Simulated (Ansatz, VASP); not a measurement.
## MgS in VASP and in Ansatz

File INCAR:

```
PREC = Accurate
ENCUT = 520
EDIFF = 1E-7
ISMEAR = -1
SIGMA = 0.05
LREAL = False
LASPH = True
NELM = 100
ALGO = Normal
ISIF = 2
LWAVE = False
LCHARG = False
GGA = PS
NBANDS = 16
```

The input KPOINTS:

```
regular mesh
0
Gamma
  8 8 4
```

The input POSCAR:

```
MgS
1.0
    4.0346224068      0.0000000000      0.0000000000
   -2.0173112034      3.4940854990      0.0000000000
    0.0000000000      0.0000000000      6.4322941800
S Mg
2 2
Direct
    0.6617040000      0.3374660000      0.8723450000
    0.3364140000      0.6649440000      0.3715030000
    0.3340580000      0.6686330000      0.9975070000
    0.6644550000      0.3253470000      0.5008510000
```

File input.yaml:

```yaml
crystal:
  lattice:
    - [4.0346224068, 0.0, 0.0]
    - [-2.0173112034, 3.494085499, 0.0]
    - [0.0, 0.0, 6.43229418]
  atoms:
    - { symbol: S, position: [0.661704, 0.337466, 0.872345] }
    - { symbol: S, position: [0.336414, 0.664944, 0.371503] }
    - { symbol: Mg, position: [0.334058, 0.668633, 0.997507] }
    - { symbol: Mg, position: [0.664455, 0.325347, 0.500851] }
hamiltonian:
  xc: pbesol
  pseudopotentials: { kind: paw }
kpoints:
  mp_grid: { grid: [8, 8, 4] }
scf:
  occupations: { method: fermi_dirac, width: 0.05 }
output:
  forces: true
  stress: true
  eigenvalues: true
```

Change from the starting cell: atoms moved at random, drawn with an rms of 0.05 Å.

Alike in both runs: task single point; functional PBEsol; k mesh 8 × 8 × 4; occupations fermi-dirac, width 0.05 eV; no spin polarisation.

|  | VASP | Ansatz |
| --- | --- | --- |
| version | VASP 6.6.1 | Ansatz 0.2.0 |
| potentials or method | VASP PAW PBE potentials, release 64 (S, Mg) | Ansatz PAW |
| plane-wave cutoff (eV) | 520 | 420 |
| valence electrons in the cell | 16 | 32 |

Ansatz gave:

* gap on the k mesh at the Fermi level (eV): 3.36
* least direct gap on the mesh (eV): 3.36
* pressure (GPa): -0.2
* largest component of the traceless stress (GPa): 1.70
* rms of the force components (eV/Å): 0.214

Problem. Which values does VASP return?

Solution. gap on the k mesh at the Fermi level (eV): 3.36; least direct gap on the mesh (eV): 3.36; pressure (GPa): -0.2; largest component of the traceless stress (GPa): 1.72; rms of the force components (eV/Å): 0.215.

Atom by atom the forces differ by 0.000 eV/Å (rms over components). The functional is the same, so the differences come from potentials, cutoffs and numerics. The two sets of potentials don't hold the same shells in valence.

Caveats: the PAW data sets were made with another functional, which shifts forces and pressure a little (VASP); the PAW data sets come from PBE, with cores solved anew for the run's functional, which leaves a small shift of forces and pressure (Ansatz).
